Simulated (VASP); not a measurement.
Input of a VASP 6.6.1 run:

File INCAR:

```
SYSTEM = BN
ALGO = Fast ; EDIFF = 1E-7
ENCUT = 520 ; GGA = PE
ISIF = 2 ; ISMEAR = 0
LASPH = .TRUE. ; LCHARG = .FALSE.
LREAL = .FALSE. ; LWAVE = .FALSE.
NELM = 80 ; PREC = Accurate
SIGMA = 0.02
```

The input KPOINTS:

```
k-points
0
G
  20 20 20
  0 0 0
```

The input POSCAR:

```
BN                                      
1.0
    0.0000000000      1.8482679152      1.8482679152
    1.8482679152      0.0000000000      1.8482679152
    1.8482679152      1.8482679152      0.0000000000
  B               N             
     1     1
Direct
     0.0000000000000000    0.0000000000000000    0.0000000000000000
     0.2500000000000000    0.2500000000000000    0.2500000000000000
```

Potentials or basis: VASP PAW PBE potentials, release 64 (B, N).

Run with:

```sh
$ cat potpaw_PBE.64/B/POTCAR potpaw_PBE.64/N/POTCAR > POTCAR
$ mpirun -np 1 vasp_std > vasp.out
```

Task: Predict the pressure.

Result: -19.5 GPa.

Task: What does it give for the band gap on the k mesh?

Result: 4.39 eV, indirect (least direct gap 8.50 eV).

Caveat: so large a pressure means that the cell lies far from this level's equilibrium, or that cutoff or potentials fall short. A k mesh can miss the band edges.
